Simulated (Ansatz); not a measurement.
# La2O3 (P-62m) in Ansatz: relaxation of cell and atoms with LDA

Aim: the relaxation of cell and atoms of La2O3 with LDA.

Program: Ansatz 0.2.0. These are calculated values, not measurements. Logs are shortened: lines on timing, memory, paths and dates and some standing lists are left out, and cuts for length are marked.

### Step 1. The structure

The structure is hexagonal, space group P-62m (No. 189). Conventional cell: a = 6.267 Å, b = 6.267 Å, c = 3.300 Å, α = 90.00°, β = 90.00°, γ = 120.00°. Around La (site symmetry -6) lie 6 O at 2.45 Å. O (site symmetry m2m) is surrounded by 4 La at 2.45 Å.

The cell comes from a database or a generator and needn't be the stable form of this composition.

### Step 2. Relaxation of cell and atoms, LDA

input.yaml reads:

```yaml
crystal:
  lattice:
    - [6.2667802772, 0.0, 0.0]
    - [-3.1333901386, 5.42719092, 0.0]
    - [0.0, 0.0, 3.299766]
  atoms:
    - { symbol: La, position: [0.6666666667, 0.3333333333, 0.5] }
    - { symbol: La, position: [0.3333333333, 0.6666666667, 0.5] }
    - { symbol: O, position: [0.50801399, 0.0, 0.0] }
    - { symbol: O, position: [0.0, 0.50801399, 0.0] }
    - { symbol: O, position: [0.49198601, 0.49198601, 0.0] }
hamiltonian:
  xc: lda
  pseudopotentials: { kind: paw }
kpoints:
  mp_grid: { grid: [5, 5, 8] }
scf:
  occupations: { method: fermi_dirac, width: 0.05 }
output:
  forces: true
  stress: true
  eigenvalues: true
relax:
  f_tol: 0.01
  max_steps: 40
  cell: { stress_tol: 0.05 }
```

Potentials or basis: Ansatz PAW.

Started as:

```bash
ansatz run input.yaml --threads 2 --pin off --max-ram 5632MiB --backend cpu --events-out ev --progress --plain --runs-dir out
```

Output:

```text
Warning: RAYON_NUM_THREADS=2 ignored (pool sized by the plan → 2); use --threads N
Engine: ansatz 0.2.0, aarch64-unknown-linux-gnu
Pseudopotentials: kind: paw
Pseudopotential: La, paw, valence charge 11, recommended cutoff 420 eV (normal), La.paw.azcp
Pseudopotential: O, paw, valence charge 6, recommended cutoff 420 eV (normal), O.paw.azcp
Functional definition: SPW92
  exchange = slater_x
  correlation = pw_c
Crystal: 5 atoms, lattice volume = 112.228 Å³
Basis set: ecut = 420 eV, 2207 PW (Γ)
Bands: 25, of which v1, the nominal top of the filled ones, is band 20 counted from 1 (19 counted from 0)
Symmetry: 12 space group operations
Space group: P-62m (ITA 189), of the structure as read, at distance tolerance 4.8e-5 Å
k-points: 25 of 200 (time reversal used)
Non-local potential: La, projectors of the file, l = 0: 3, l = 1: 2, l = 2: 2, l = 3: 3
Non-local potential: O, projectors of the file, l = 0: 2, l = 1: 2, l = 2: 1
PAW form: soft (Blöchl's): semilocal exchange-correlation on the pseudo side does not see the compensation charge
PAW frozen core: La, regenerated for the run's functional, and the local potential with it (the file was generated under x = pbe(κ = 0.804, μ = 0.2195149727645171), c = pbe(β = 0.06672455060314922))
PAW frozen core: O, regenerated for the run's functional, and the local potential with it (the file was generated under x = pbe(κ = 0.804, μ = 0.2195149727645171), c = pbe(β = 0.06672455060314922))
PAW one-centre angular grid: La, 590 points (default); XC on 64 Gauss nodes
PAW one-centre angular grid: O, 110 points (default); XC on 64 Gauss nodes
Initial density: superposition of atomic densities (neutral atoms: chi_scale 0, normalization atom), corrected by the library's trained network
Initial wavefunctions: pseudopotential atomic-orbital guess
Functional: x = slater, c = lda
SCF iter   1: F=—  HF=-13826.486186 eV  |F-HF|=—  |Δ(HF+E_count)|=         —  Δρ=1.24e-2  dr2=1.75e-1  ethr=1.77e-3  ⟨swp⟩=7.4  Hψ=3151  notcnv=0
preconditioner: auto → Resta (q_TF=auto, 2.297 Å⁻¹)  ε∞=4.1  [insulator: Δε(μ)=1.187 eV  Ē_g=11.941 eV  σ=0.050 eV  W_gap=1.00  n_scr=26 (ndim 8)  ℏωp=21.0 eV  f_vac=0.249  D(μ)=0.00/eV (n_scr^D=0)  ε∞_Penn≈4.1]
SCF iter   2: F=—  HF=-13826.462735 eV  |F-HF|=—  |Δ(HF+E_count)|=   2.35e-2  Δρ=6.59e-3  dr2=3.38e-2  ethr=4.38e-4  ⟨swp⟩=4.6  Hψ=1526  notcnv=0  defer=16
SCF iter   3: F=—  HF=-13826.456415 eV  |F-HF|=—  |Δ(HF+E_count)|=   6.32e-3  Δρ=1.98e-3  dr2=3.70e-3  ethr=8.46e-5  ⟨swp⟩=3.1  Hψ=1053  notcnv=0  defer=16
SCF iter   4: F=—  HF=-13826.458306 eV  |F-HF|=—  |Δ(HF+E_count)|=   1.89e-3  Δρ=2.73e-4  dr2=1.29e-4  ethr=9.26e-6  ⟨swp⟩=2.4  Hψ=978  notcnv=0  defer=16
SCF iter   5: F=—  HF=-13826.458624 eV  |F-HF|=—  |Δ(HF+E_count)|=   3.18e-4  Δρ=7.07e-5  dr2=1.27e-5  ethr=3.23e-7  ⟨swp⟩=2.1  Hψ=976  notcnv=0  defer=16
SCF iter   6: F=—  HF=-13826.458662 eV  |F-HF|=—  |Δ(HF+E_count)|=   3.81e-5  Δρ=1.80e-5  dr2=1.65e-6  ethr=3.18e-8  ⟨swp⟩=2.0  Hψ=784  notcnv=0  defer=16
SCF iter   7: F=—  HF=-13826.458665 eV  |F-HF|=—  |Δ(HF+E_count)|=   2.27e-6  Δρ=6.33e-6  dr2=1.31e-7  ethr=4.12e-9  ⟨swp⟩=2.0  Hψ=780  notcnv=0  defer=16
SCF iter   8: F=-13826.458665 eV  HF=-13826.458665 eV  |F-HF|=5.83e-9  |Δ(HF+E_count)|=   2.63e-8  Δρ=1.61e-6  dr2=3.81e-9  ethr=2.50e-10  ⟨swp⟩=13.1  Hψ=3397  notcnv=0
SCF 1 converged in 8 iterations: F = -13826.458665 eV  dr2 = 3.81e-9
relax step   1: F+E_penalty+E_count = -13826.45866462 eV  Δ(F+E_penalty+E_count) = +0.000e0 eV  max|allowed force component| = 7.328e-2 eV/Å  Δτ_max = 0.0000 Å  P = -3.253 GPa  Ω = 112.228 Å³  (8 SCF iters, dr2 threshold 1.00e-7 eV, accepted)
Crystal: 5 atoms, lattice volume = 106.482 Å³
Basis set: ecut = 420 eV, 2099 PW (Γ)
Initial density: handed on by an earlier stage of this run
Initial wavefunctions: those handed on with the density
iter 1 solved again at ethr=1.38e-4 eV; its pass at ethr=3.10e-3 eV (dr2=5.52e-2 eV) is discarded
SCF iter   1: F=—  HF=-13826.460251 eV  |F-HF|=—  |Δ(HF+E_count)|=         —  Δρ=6.94e-3  dr2=5.64e-2  ethr=1.38e-4  ⟨swp⟩=2.0  Hψ=5283  notcnv=0
[... 55 lines left out ...]
SCF iter   2: F=—  HF=-13826.513294 eV  |F-HF|=—  |Δ(HF+E_count)|=   1.79e-6  Δρ=9.04e-5  dr2=2.47e-6  ethr=1.41e-8  ⟨swp⟩=2.0  Hψ=1043  notcnv=0
SCF iter   3: F=—  HF=-13826.513296 eV  |F-HF|=—  |Δ(HF+E_count)|=   1.51e-6  Δρ=4.52e-5  dr2=3.95e-7  ethr=6.18e-9  ⟨swp⟩=2.0  Hψ=849  notcnv=0
SCF iter   4: F=—  HF=-13826.513296 eV  |F-HF|=—  |Δ(HF+E_count)|=   5.73e-8  Δρ=2.04e-6  dr2=2.54e-9  ethr=9.88e-10  ⟨swp⟩=2.0  Hψ=880  notcnv=0
SCF iter   5: F=—  HF=-13826.513296 eV  |F-HF|=—  |Δ(HF+E_count)|=  4.57e-10  Δρ=3.41e-7  dr2=8.42e-11  ethr=6.34e-12  ⟨swp⟩=2.0  Hψ=1122  notcnv=0
SCF iter   6: F=-13826.513296 eV  HF=-13826.513296 eV  |F-HF|=1.64e-11  |Δ(HF+E_count)|=  1.27e-11  Δρ=6.04e-8  dr2=7.87e-12  ethr=1.00e-12  ⟨swp⟩=7.1  Hψ=2573  notcnv=0
SCF 6 converged in 6 iterations: F = -13826.513296 eV  dr2 = 7.87e-12
relax step   6: F+E_penalty+E_count = -13826.51329593 eV  Δ(F+E_penalty+E_count) = +6.265e-3 eV  max|allowed force component| = 1.696e-3 eV/Å  Δτ_max = 0.0000 Å  P = -0.101 GPa  Ω = 109.531 Å³  stress off target by 1.54e-1 GPa  SCF on the basis re-selected at this cell (its energy is not comparable with the rows above)  (6 SCF iters)
basis re-selected at this cell: Δ(F+E_penalty+E_count) = +6.265e-3 eV, ΔP = -0.096 GPa vs the last step (what re-selecting the basis moved, of the pressure what is left beyond the Pulay correction that the steps carried, after the strain that the cell walked since its last selection, with what the two solves' SCF thresholds leave and, on support functions, any second-order correction that the steps lacked; it is no measure of the basis error at this ecutwfc). This SCF's stress stands 1.54e-1 GPa from its target on what of the cell is left free (relax.cell.stress_tol is 5.00e-2 GPa) and its largest allowed force component is 1.70e-3 eV/Å (relax.f_tol is 1.00e-2 eV/Å): not within both, so this SCF does not close the relaxation
Crystal: 5 atoms, lattice volume = 109.439 Å³
iter 1 solved again at ethr=3.89e-8 eV; its pass at ethr=3.10e-3 eV (dr2=1.56e-5 eV) is discarded
SCF iter   1: F=—  HF=-13826.513594 eV  |F-HF|=—  |Δ(HF+E_count)|=         —  Δρ=1.19e-4  dr2=1.31e-5  ethr=3.89e-8  ⟨swp⟩=2.5  Hψ=4338  notcnv=0
preconditioner: auto → Resta (q_TF=auto, 2.307 Å⁻¹)  ε∞=4.0  [insulator: Δε(μ)=1.205 eV  Ē_g=12.226 eV  σ=0.050 eV  W_gap=1.00  n_scr=26 (ndim 8)  ℏωp=21.3 eV  f_vac=0.244  D(μ)=0.00/eV (n_scr^D=0)  ε∞_Penn≈4.0]
SCF iter   2: F=—  HF=-13826.513591 eV  |F-HF|=—  |Δ(HF+E_count)|=   2.79e-6  Δρ=5.74e-5  dr2=4.64e-6  ethr=3.28e-8  ⟨swp⟩=2.0  Hψ=842  notcnv=0
SCF iter   3: F=—  HF=-13826.513591 eV  |F-HF|=—  |Δ(HF+E_count)|=   7.34e-7  Δρ=3.74e-5  dr2=2.23e-6  ethr=1.16e-8  ⟨swp⟩=2.0  Hψ=845  notcnv=0
SCF iter   4: F=—  HF=-13826.513590 eV  |F-HF|=—  |Δ(HF+E_count)|=   3.65e-7  Δρ=8.69e-6  dr2=2.23e-7  ethr=5.58e-9  ⟨swp⟩=2.0  Hψ=848  notcnv=0
SCF iter   5: F=-13826.513590 eV  HF=-13826.513590 eV  |F-HF|=3.28e-8  |Δ(HF+E_count)|=   9.75e-8  Δρ=2.64e-6  dr2=1.88e-8  ethr=1.48e-10  ⟨swp⟩=6.8  Hψ=2938  notcnv=0
SCF 7 converged in 5 iterations: F = -13826.513590 eV  dr2 = 1.88e-8
relax step   7: F+E_penalty+E_count = -13826.51359033 eV  Δ(F+E_penalty+E_count) = -2.944e-4 eV  max|allowed force component| = 1.231e-4 eV/Å  Δτ_max = 0.0013 Å  P = -0.002 GPa  Ω = 109.439 Å³  energy of the carried Pulay correction = +2.578e-4 eV  (5 SCF iters, dr2 threshold 5.92e-8 eV, accepted)
iter 1 solved again at ethr=1.78e-7 eV; its pass at ethr=3.10e-3 eV (dr2=7.11e-5 eV) is discarded
SCF iter   1: F=—  HF=-13826.513306 eV  |F-HF|=—  |Δ(HF+E_count)|=         —  Δρ=8.52e-6  dr2=3.42e-8  ethr=1.78e-7  ⟨swp⟩=4.4  Hψ=5252  notcnv=0
eigensolver tolerance schedule: the retry pair's looser diagonalisation over-reported the residual by 2074.65 of it (diagonalisation noise at 0.13 of the residual, at the tolerance the schedule requests for it); recorded, not acted on — ethr = c·dr2/N_el stays at c = 1.0e-1
preconditioner: auto → Resta (q_TF=auto, 2.307 Å⁻¹)  ε∞=4.0  [insulator: Δε(μ)=1.204 eV  Ē_g=12.226 eV  σ=0.050 eV  W_gap=1.00  n_scr=26 (ndim 8)  ℏωp=21.3 eV  f_vac=0.244  D(μ)=0.00/eV (n_scr^D=0)  ε∞_Penn≈4.0]
SCF iter   2: F=—  HF=-13826.513305 eV  |F-HF|=—  |Δ(HF+E_count)|=   5.23e-7  Δρ=4.61e-6  dr2=2.35e-8  ethr=8.56e-11  ⟨swp⟩=3.0  Hψ=1331  notcnv=0
SCF iter   3: F=—  HF=-13826.513305 eV  |F-HF|=—  |Δ(HF+E_count)|=   6.68e-9  Δρ=2.62e-6  dr2=8.08e-9  ethr=5.88e-11  ⟨swp⟩=2.0  Hψ=849  notcnv=0
SCF iter   4: F=—  HF=-13826.513305 eV  |F-HF|=—  |Δ(HF+E_count)|=   1.17e-8  Δρ=1.05e-6  dr2=1.48e-9  ethr=2.02e-11  ⟨swp⟩=2.0  Hψ=759  notcnv=0
SCF iter   5: F=—  HF=-13826.513305 eV  |F-HF|=—  |Δ(HF+E_count)|=   1.61e-9  Δρ=4.09e-7  dr2=2.00e-10  ethr=3.69e-12  ⟨swp⟩=2.0  Hψ=849  notcnv=0
SCF iter   6: F=-13826.513305 eV  HF=-13826.513305 eV  |F-HF|=1.09e-11  |Δ(HF+E_count)|=  3.46e-11  Δρ=1.36e-7  dr2=1.65e-11  ethr=1.00e-12  ⟨swp⟩=5.9  Hψ=2810  notcnv=0
SCF 8 converged in 6 iterations: F = -13826.513305 eV  dr2 = 1.65e-11
relax step   8: F+E_penalty+E_count = -13826.51330545 eV  Δ(F+E_penalty+E_count) = +2.849e-4 eV  max|allowed force component| = 1.305e-4 eV/Å  Δτ_max = 0.0000 Å  P = -0.004 GPa  Ω = 109.439 Å³  stress off target by 4.87e-3 GPa  SCF on the basis re-selected at this cell (its energy is not comparable with the rows above)  (6 SCF iters)
basis re-selected at this cell: Δ(F+E_penalty+E_count) = +2.849e-4 eV, ΔP = -0.002 GPa vs the last step (what re-selecting the basis moved, of the pressure what is left beyond the Pulay correction that the steps carried, after the strain that the cell walked since its last selection, with what the two solves' SCF thresholds leave and, on support functions, any second-order correction that the steps lacked; it is no measure of the basis error at this ecutwfc). This SCF's stress stands 4.87e-3 GPa from its target on what of the cell is left free (relax.cell.stress_tol is 5.00e-2 GPa) and its largest allowed force component is 1.31e-4 eV/Å (relax.f_tol is 1.00e-2 eV/Å): within both
SCF converged after 6 iterations
Free energy (F): -13826.513305 eV
Harris-Foulkes:  -13826.513305 eV  (|F-HF|=1.09e-11)
Internal energy: -13826.513305 eV  (E = F + TS)
E sigma→0 (E₀):  -13826.513305 eV
Entropy (-TS):   -0.000000 eV (-0.000 meV/atom)
Fermi energy:    6.747918 eV
--- Per-component energies (eV) ---
  E_band       = -172.502053
  E_kinetic    = 911.663139
  E_local      = -2774.584165  (includes V_loc(G=0)·N_el)
  E_nonlocal   = 350.270277
  E_hartree    = 1082.186651
  E_xc         = -497.165498
  E_vxc        = -578.322820  (∫ρ·V_xc dr)
  E_paw        = -10930.345238  (= ΣΔE_a)
  E_vpaw       = -245.909006  (= ΣTr[D̂ρ^β])
  E_aug_tail   = 0.007380  (compensation charges beyond the density's cutoff)
  E_ewald      = -1969.482048
  E_core_change = 0.936197  (= ΣΔE_core)
  E_smearing   = -0.000000  (= −TS)
  E_closure    = -0.000000  (closes the sum)
  Σ components = -13826.513305   (vs F -13826.513305, Δ=0.00e0)
--- Forces (eV/Å), atoms counted from 1 ---
  atom   1  La     0.00000000     0.00000000     0.00000000
  atom   2  La    -0.00000000     0.00000000     0.00000000
  atom   3  O     -0.00013052     0.00000000     0.00000000
  atom   4  O      0.00006526    -0.00011303     0.00000000
  atom   5  O      0.00006526     0.00011303     0.00000000
  max |Σ_I F_I| component: 2.32e-18 eV/Å
--- Stress (GPa, compression-positive) ---
       -0.004037       0.000000       0.000000
        0.000000      -0.004037       0.000000
        0.000000       0.000000      -0.004873
  P = ⅓ Tr σ = -0.0043 GPa (-0.043 kbar)
--- Band table (eV; the first three rows and the last of 25) ---
  k-point 0: bands = ["-24.4198", "-24.1753", "-11.4624", "-11.4624", "-9.6062", "-7.9091", "-7.9091", "-7.0774", "-6.6767", "-5.8499", "-5.8499", "2.6274", "3.7219", "3.7219", "3.8909", "3.8909", "4.9672", "4.9672", "5.1629", "5.5276", "7.3498", "9.3418", "9.9617", "9.9617", "10.8528"]
  k-point 1: bands = ["-24.3627", "-24.1265", "-11.3189", "-11.3189", "-10.1364", "-7.8355", "-7.8355", "-7.1893", "-6.7266", "-6.1357", "-6.1357", "3.2933", "3.8153", "3.8153", "3.9568", "3.9568", "4.6153", "4.6153", "5.1110", "5.2205", "7.8071", "9.5981", "10.0915", "10.0915", "10.7939"]
  k-point 2: bands = ["-24.2194", "-24.0049", "-11.1130", "-10.9054", "-10.9054", "-8.2306", "-7.6490", "-7.6490", "-6.8751", "-6.8751", "-6.1542", "3.6583", "3.6583", "4.0675", "4.0675", "4.2643", "4.3201", "4.3201", "4.6599", "5.3664", "8.8101", "10.0982", "10.3255", "10.3255", "10.5756"]
  k-point 24: bands = ["-23.9326", "-23.8957", "-11.7012", "-11.3557", "-9.8773", "-8.3952", "-7.9866", "-7.7370", "-7.4314", "-7.2741", "-6.7770", "3.0204", "3.7823", "3.9059", "3.9788", "4.0998", "4.3257", "4.3697", "5.2047", "5.2903", "10.4010", "10.4154", "10.4327", "10.4531", "10.5556"]
--- Relaxed structure (6 steps of the walk, 5 accepted, 2 SCFs on fresh bases) ---
  F+E_penalty+E_count = -13826.51330545 eV   max|allowed force component| = 1.305e-4 eV/Å   (the final SCF, on the basis selected at the relaxed cell)
  cell:  # Å, volume = 109.4386 Å³
    - [6.253839847520895, 0.0, 0.0]
    - [-3.1269199237604477, 5.415984179152495, 0.0]
    - [0.0, 0.0, 3.2310707049071112]
  atoms:
    - { symbol: La, position: [0.6666666666666667, 0.3333333333333333, 0.49999999999999994] }
    - { symbol: La, position: [0.3333333333333333, 0.6666666666666667, 0.49999999999999994] }
    - { symbol: O, position: [0.500016979775238, 1.2785424368143126e-19, 0.0] }
    - { symbol: O, position: [0.0, 0.500016979775238, 0.0] }
    - { symbol: O, position: [0.49998302022476204, 0.4999830202247621, 0.0] }
```

It took 67 s on 2 threads of Arm Neoverse N1, shared host; peak memory 0.37 GiB.

Results:

| Item | Value |
| --- | --- |
| Free energy | -13826.5133 eV |
| Relaxed volume | 21.89 Å³/atom |
| Relaxed cell | a = 6.254 Å, b = 6.254 Å, c = 3.231 Å, α = 90.00°, β = 90.00°, γ = 120.00° |
| Space group after relaxing (to 0.05 Å) | P6/mmm (No. 191) |
| Energy gained by relaxing | 10.9 meV/atom |
| Ionic steps | 7 |
| Pressure after relaxing | 0.0 GPa |
| Band gap on the k mesh | 1.20 eV, indirect (least direct gap 1.82 eV) |

Step by step:
| step | energy change (eV) | largest force (eV/Å) | volume (Å³) |
| --- | --- | --- | --- |
| 1 | 0.0000 | 0.0733 | 112.23 |
| 2 | -0.0595 | 0.0327 | 109.57 |
| 3 | -0.0604 | 0.0232 | 109.45 |
| 4 | -0.0609 | 0.0017 | 109.53 |
| 5 | -0.0546 | 0.0017 | 109.53 |
| 6 | -0.0549 | 0.0001 | 109.44 |
| 7 | -0.0546 | 0.0001 | 109.44 |

Final structure:
```
La O
1.0
     6.25384    0.00000    0.00000
    -3.12692    5.41598    0.00000
     0.00000    0.00000    3.23107
La O
2 3
Cartesian
  3.1269 1.8053 1.6155
  0.0000 3.6107 1.6155
  3.1270 0.0000 0.0000
  -1.5635 2.7081 0.0000
  1.5634 2.7079 0.0000
```

Levels at points of the mesh, in eV from the valence-band top:
```tsv
k point	band 18	band 19	band 20	band 21	band 22	band 23
(0.00, 0.00, 0.00)	-1.18	-0.98	-0.62	1.20	3.20	3.82
(0.00, 0.00, -0.50)	-1.47	-0.55	0.00	4.15	4.18	4.26
```

Caveat: odd divisions of the mesh miss points on the zone boundary, where band edges often lie, so the gap on the mesh can be too wide; the plane-wave basis is chosen anew once the cell has moved, so the energies of steps on either side of that aren't comparable; the pressure holds a Pulay correction of +0.4 GPa for the finite cutoff; spin-orbit coupling is left out, which moves the levels of the heavy elements; the PAW data sets come from PBE, with cores solved anew for the run's functional, which leaves a small shift of forces and pressure. Expect the measured gap to be larger: semilocal functionals such as LDA lack the derivative discontinuity.
